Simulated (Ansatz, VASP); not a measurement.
**HfO2 in VASP and in Ansatz**

```xyz
3
Lattice="0.0000 2.5231 2.5231 2.5231 0.0000 2.5231 2.5231 2.5231 0.0000" Properties=species:S:1:pos:R:3 pbc="T T T"
Hf    0.0000    0.0000    0.0000
O     1.2615    1.2615    1.2615
O     3.7846    3.7846    3.7846
```

Alike in both runs: task single point; functional PBE; k mesh 8 × 8 × 8; no spin polarisation.

|  | VASP | Ansatz |
| --- | --- | --- |
| version | VASP 6.6.1 | Ansatz 0.2.0 |
| potentials or method | VASP PAW PBE potentials, release 64 (Hf_pv, O) | plane waves, PAW |
| plane-wave cutoff (eV) | 520 | 420 |
| occupations | gaussian, width 0.01 eV | fixed |
| valence electrons in the cell | 22 | 38 |

```tsv
	VASP	Ansatz	Ansatz less VASP
gap on the k mesh at the Fermi level (eV)	3.84	3.82	-0.019
pressure (GPa)	4.1	8.0	+3.91
```

One of these differences is far larger than is usual between the two programs; its cause wasn't traced. The two sets of potentials don't hold the same shells in valence.

Caveats: spin-orbit coupling is left out, which moves the levels of the heavy elements. A k mesh can miss the band edges. A hybrid or GW would open this gap; PBE tends to underestimate it.
